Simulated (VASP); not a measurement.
Set up this calculation in VASP 6.6.1, as the native input.

| Quantity | Value |
| --- | --- |
| Task | relaxation of cell and atoms |
| Functional | r2SCAN |
| Potentials or basis | VASP PAW PBE potentials, release 64 (Na_pv, H) |
| Cutoff | 600 eV |
| k mesh | 6 × 6 × 6 |
| Occupations | gaussian, width 0.01 eV |
| Spin | no spin polarisation |
| Dipole correction | no |
| Further INCAR settings | ALGO = Normal; EDIFF = 1e-06; IBRION = 2; EDIFFG = -0.01; NSW = 60; ISIF = 3 |

NaH:

```xyz
2
Lattice="2.9551 0.0000 0.0000 0.0000 2.9551 0.0000 0.0000 0.0000 2.9551" Properties=species:S:1:pos:R:3 pbc="T T T"
Na    0.0000    0.0000    0.0000
H     1.4776    1.4776    1.4776
```

The cell comes from a database or a generator and needn't be the stable form of this composition.

One way to write it, as run:

POSCAR

```
NaH
1.0
    2.9551240000      0.0000000000      0.0000000000
    0.0000000000      2.9551240000      0.0000000000
    0.0000000000      0.0000000000      2.9551240000
Na H
1 1
Direct
    0.0000000000      0.0000000000      0.0000000000
    0.5000000000      0.5000000000      0.5000000000
```

INCAR.step1

```
SYSTEM = NaH
PREC = Accurate
ENCUT = 600
ISMEAR = 0
SIGMA = 0.01
LREAL = .FALSE.
LASPH = .TRUE.
NELM = 100
GGA = PE
ALGO = Normal
EDIFF = 1E-4
LWAVE = .TRUE.
LCHARG = .FALSE.
```

INCAR.step2

```
SYSTEM = NaH
PREC = Accurate
ENCUT = 600
EDIFF = 1E-6
ISMEAR = 0
SIGMA = 0.01
LREAL = .FALSE.
LASPH = .TRUE.
NELM = 100
ALGO = Normal
ISIF = 3
LWAVE = .FALSE.
LCHARG = .FALSE.
METAGGA = R2SCAN
LMIXTAU = .TRUE.
IBRION = 2
NSW = 60
EDIFFG = -0.01
ISTART = 1
```

KPOINTS

```
Automatic mesh
0
G
  6 6 6
  0 0 0
```

Potentials or basis: VASP PAW PBE potentials, release 64 (Na_pv, H).

Run with:

```sh
$ cat potpaw_PBE.64/Na_pv/POTCAR potpaw_PBE.64/H/POTCAR > POTCAR
$ cp INCAR.step1 INCAR
$ mpirun -np 1 vasp_std > vasp.out
$ cp INCAR.step2 INCAR
$ mpirun -np 1 vasp_std > vasp.out
```

Results of the run:

The relaxed volume is 12.50 Å³/atom, the relaxed cell is a = 2.924 Å, b = 2.924 Å, c = 2.924 Å, α = 90.00°, β = 90.00°, γ = 90.00° and the space group after relaxing (to 0.05 Å) is Pm-3m (No. 221). The energy gained by relaxing is 1.4 meV/atom, the ionic steps are 4 and the pressure after relaxing is 0.0 GPa. The band gap on the k mesh is 1.60 eV, indirect (least direct gap 5.19 eV).

Caveat: the PAW data sets were made with another functional, which shifts forces and pressure a little.

Wall time 36 s on 1 thread of Intel(R) Xeon(R) Platinum 8375C CPU @ 2.90GHz (Ice Lake), on a shared host, peak memory 0.13 GiB.
